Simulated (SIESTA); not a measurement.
## Ag in SIESTA: the effect of Hubbard term

The system is Ag, a slab with vacuum.

```
Ag
1.0
     2.93000    0.00000    0.00000
    -1.46500    2.53745    0.00000
     0.00000    0.00000   24.58000
Ag
5
Direct
  0.33333 0.66667 0.30513
  0.66667 0.33333 0.40256
  0.33333 0.66667 0.50000
  0.66667 0.33333 0.59744
  0.33333 0.66667 0.69487
```

Alike in all runs:

- Program: SIESTA 5.4.2
- Task: band structure
- Functional: PBE
- Potentials or basis: PseudoDojo 0.4 standard (PBE files)
- Basis: DZP (energy shift 0.003 Ry; two zetas on semicore shells)
- Grid cutoff: 800 Ry
- Energy shift: 0.003 Ry
- k mesh: 10 × 10 × 1
- Occupations: fermi-dirac, width 0.05 eV
- Spin: no spin polarisation
- dipole correction: yes
- Hubbard projector method: 1
- U from the first cycle: yes

```tsv
Hubbard term	largest force (eV/Å)
none	?
Ag d U = 2 eV	0.09
Ag d U = 4 eV	0.09
Ag d U = 6 eV	0.10
Ag d U = 8 eV	0.12
```

Question: What does the run with Hubbard term none give?

Answer: Largest force 0.08 eV/Å.

Worked out: A straight line through the other rows of the largest force, of slope 0.005 eV/Å per eV, extrapolates to 0.08 eV/Å, against the run's 0.08.

Caveats: U without spin polarisation on a metal has little footing (some runs); the U is typed as a test and isn't derived for this compound (some runs).
